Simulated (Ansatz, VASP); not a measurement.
## Two plane-wave programs on Au

Contents of INCAR:

```
SYSTEM = Au
PREC     = Accurate       ! precision mode
ENCUT    = 520            ! plane-wave cutoff, eV
EDIFF    = 1E-7           ! SCF threshold, eV
ISMEAR   = 0              ! smearing method
SIGMA    = 0.15           ! smearing width, eV
LREAL    = .FALSE.        ! projectors in reciprocal space
LASPH    = .TRUE.         ! aspherical terms in the spheres
NELM     = 100            ! most SCF steps
ALGO     = Normal         ! electronic algorithm
ISIF     = 2              ! what is computed and relaxed
LWAVE    = .FALSE.        ! write WAVECAR
LCHARG   = .FALSE.        ! write CHGCAR
NBANDS   = 12             ! bands
```

Contents of KPOINTS:

```
regular mesh
0
G
  20 20 20
  0 0 0
```

File POSCAR:

```
Au
1.0
   -1.6572690000      1.6572690000      1.6572690000
    1.6572690000     -1.6572690000      1.6572690000
    1.6572690000      1.6572690000     -1.6572690000
Au
1
Direct
    0.0000000000      0.0000000000      0.0000000000
```

Input for Ansatz:

```yaml
crystal:
  lattice:
    - [-1.657269, 1.657269, 1.657269]
    - [1.657269, -1.657269, 1.657269]
    - [1.657269, 1.657269, -1.657269]
  atoms:
    - { symbol: Au, position: [0.0, 0.0, 0.0] }
basis:
  ecutwfc: 420
kpoints:
  mp_grid: { grid: [20, 20, 20] }
hamiltonian:
  xc: lda
scf:
  occupations: { method: gaussian, width: 0.15 }
output:
  forces: true
  stress: true
  eigenvalues: true
```

This isn't the form of Au at room conditions, which is fcc.

Alike in both runs: task single point; functional LDA; k mesh 20 × 20 × 20; occupations gaussian, width 0.15 eV; no spin polarisation.

|  | VASP | Ansatz |
| --- | --- | --- |
| version | VASP 6.6.1 | Ansatz 0.2.0 |
| potentials or method | VASP PAW LDA potentials, release 64 (Au) | scalar-relativistic, plane waves, PAW |
| plane-wave cutoff (eV) | 520 | 420 |
| valence electrons in the cell | 11 | 19 |

|  | VASP | Ansatz | Ansatz less VASP |
| --- | --- | --- | --- |
| gap on the k mesh at the Fermi level (eV) | none | none | - |
| pressure (GPa) | -13.2 | -13.6 | -0.38 |

A gap of «none» marks a metal or a gap that the smearing closes. The two sets of potentials don't hold the same shells in valence.

The runs have no spin-orbit coupling, so splittings on Au are missing.
